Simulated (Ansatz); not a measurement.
# SiNi: stress in a strained cell

Aim: deform SiNi (equal xy, yz and zx engineering shear strains of +2 %) and compute stress, forces and field gradients with LAPW, PAW and all-electron datasets made for the crystal.

Program: Ansatz 0.2.0. Level of theory: DFT PBE, scalar-relativistic. These are calculated values, not measurements.

## Step 1: Starting point

Symmetry: Pmmn, No. 59, orthorhombic system. Conventional cell: a = 3.027 Å, b = 3.273 Å, c = 4.698 Å, α = 90.00°, β = 90.00°, γ = 90.00°. Si (site symmetry mm2) is surrounded by 6 Ni at 2.34 to 2.40 Å and 4 Si at 2.68 Å. Ni (site symmetry mm2) is surrounded by 6 Si at 2.34 to 2.40 Å and 4 Ni at 2.67 Å.

Coordinates:

```xyz
4
Lattice="3.0266 0.0000 0.0000 0.0000 3.2735 0.0000 0.0000 0.0000 4.6978" Properties=species:S:1:pos:R:3 pbc="T T T"
Si    1.5133    1.6367    3.9569
Si    0.0000    0.0000    0.7408
Ni    1.5133    1.6367    1.6171
Ni    0.0000    0.0000    3.0807
```

Atoms are numbered in the order of the input: Si1, Si2, Ni3, Ni4.

## Step 2: The deformed structure

Space group Pmmn before, P-1 after.

## Step 3: All-electron LAPW

input.yaml reads:

```yaml
crystal:
  lattice:
    - [3.02662, 0.0302662, 0.0302662]
    - [0.032735, 3.2735, 0.032735]
    - [0.0469776, 0.0469776, 4.69776]
  atoms:
    - { symbol: Si, position: [0.5, 0.5, 0.8423] }
    - { symbol: Si, position: [0.0, 0.0, 0.1577] }
    - { symbol: Ni, position: [0.5, 0.5, 0.34422], spin: 1.5 }
    - { symbol: Ni, position: [0.0, 0.0, 0.65578], spin: 1.5 }
magnetization:
  spin_polarized: true
kpoints:
  mp_grid: { grid: [11, 10, 7] }
  band_path:
    path:
      - [0.0, 0.0, 0.0]
      - [0.0, 0.0, -0.5]
      - [0.0, -0.5, 0.0]
      - [0.0, 0.0, 0.0]
      - [-0.5, 0.0, 0.0]
      - [-0.5, -0.5, -0.5]
      - [0.0, 0.0, 0.0]
      - [-0.5, -0.5, 0.0]
      - [-0.5, 0.0, -0.5]
    npoints: 5
scf:
  occupations: { method: fermi_dirac, width: 0.05 }
hamiltonian:
  xc: pbe
  pseudopotentials: { kind: all_electron, lapw: { basis_error: 0.001 } }
output:
  forces: true
  stress: true
  eigenvalues: true
```

On the command line:

```console
> ansatz run input.yaml --threads 1 --pin off --max-ram 6144MiB --backend cpu --events-out ev --progress --plain --runs-dir out
```

## Step 4: PAW with frozen cores

input.yaml reads:

```yaml
crystal:
  lattice:
    - [3.02662, 0.0302662, 0.0302662]
    - [0.032735, 3.2735, 0.032735]
    - [0.0469776, 0.0469776, 4.69776]
  atoms:
    - { symbol: Si, position: [0.5, 0.5, 0.8423] }
    - { symbol: Si, position: [0.0, 0.0, 0.1577] }
    - { symbol: Ni, position: [0.5, 0.5, 0.34422], spin: 1.5 }
    - { symbol: Ni, position: [0.0, 0.0, 0.65578], spin: 1.5 }
magnetization:
  spin_polarized: true
kpoints:
  mp_grid: { grid: [11, 10, 7] }
scf:
  occupations: { method: fermi_dirac, width: 0.05 }
hamiltonian:
  xc: pbe
  pseudopotentials: { kind: paw }
output:
  forces: true
  stress: true
  eigenvalues: true
  efg: { contact_densities: true }
  write_density: true
  write_potential: true
  elf: true
  volumetric_format: npy
```

## Step 5: Datasets made for this crystal

Changes to input.yaml since step 4:

```diff
@@ -18,3 +18,3 @@
   xc: pbe
-  pseudopotentials: { kind: paw }
+  pseudopotentials: { kind: all_electron, datasets: crystal }
 output:
@@ -24,5 +24 @@
   efg: { contact_densities: true }
-  write_density: true
-  write_potential: true
-  elf: true
-  volumetric_format: npy
```

(Steps that only read results are left out.)

**Question.** What will these runs give? Wanted: pressure; largest shear or deviatoric stress.

**Answer**, as computed:

| quantity | value |
| --- | --- |
| pressure | LAPW 1.31, PAW 1.32, crystal datasets 1.31 GPa |
| largest shear or deviatoric stress (LAPW) | 2.26 GPa |

**Reading.** The largest part of the stress beyond the pressure is 2.26 GPa in size; the atoms are carried along and not relaxed. No run of the undeformed cell stands beside it, so the pressure holds what the given cell had before the change. PAW: stress within 0.04 GPa of LAPW, forces within 3 meV/Å. Crystal datasets: stress within 0.01 GPa of LAPW, forces within 1 meV/Å.
